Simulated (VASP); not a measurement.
Input of a VASP 6.6.1 run:

INCAR

```
SYSTEM = Cs2SnI6
PREC = Accurate
ENCUT = 300
EDIFF = 1E-7
ISMEAR = 0
SIGMA = 0.03
LREAL = .False.
LASPH = .True.
NELM = 80
ALGO = Normal
ISIF = 3
LWAVE = .False.
LCHARG = .False.
GGA = PE
IBRION = 2
NSW = 90
EDIFFG = -0.005
KPAR = 2
```

Contents of KPOINTS:

```
Automatic mesh
0
Gamma
  3 3 3
  0 0 0
```

Contents of POSCAR:

```
Cs2SnI6                                 
1.0
   -0.0000000000      6.0201316243      6.0201316243
    6.0201316243     -0.0000000000      6.0201316243
    6.0201316243      6.0201316243     -0.0000000000
  Cs              Sn              I             
     2     1     6
Direct
     0.2500000000000000    0.2500000000000000    0.2500000000000000
     0.7500000000000000    0.7500000000000000    0.7500000000000000
     0.0000000000000000    0.0000000000000000    0.0000000000000000
     0.7585347284912743    0.2414652715087257    0.2414652715087257
     0.2414652715087257    0.7585347284912743    0.2414652715087257
     0.2414652715087257    0.7585347284912743    0.7585347284912743
     0.7585347284912743    0.2414652715087257    0.7585347284912743
     0.2414652715087257    0.2414652715087257    0.7585347284912743
     0.7585347284912743    0.7585347284912743    0.2414652715087257
```

Potentials or basis: VASP PAW PBE potentials, release 64 (Cs_sv, Sn, I).

The run is started by

```bash
$ cat potpaw_PBE.64/Cs_sv/POTCAR potpaw_PBE.64/Sn/POTCAR potpaw_PBE.64/I/POTCAR > POTCAR
$ mpirun -np 2 vasp_std > vasp.out
```

(1) Estimate the band gap on the k mesh.

Results:

(1) 0.27 eV, direct.

Caveat: spin-orbit coupling is left out, which moves the levels of the heavy elements.
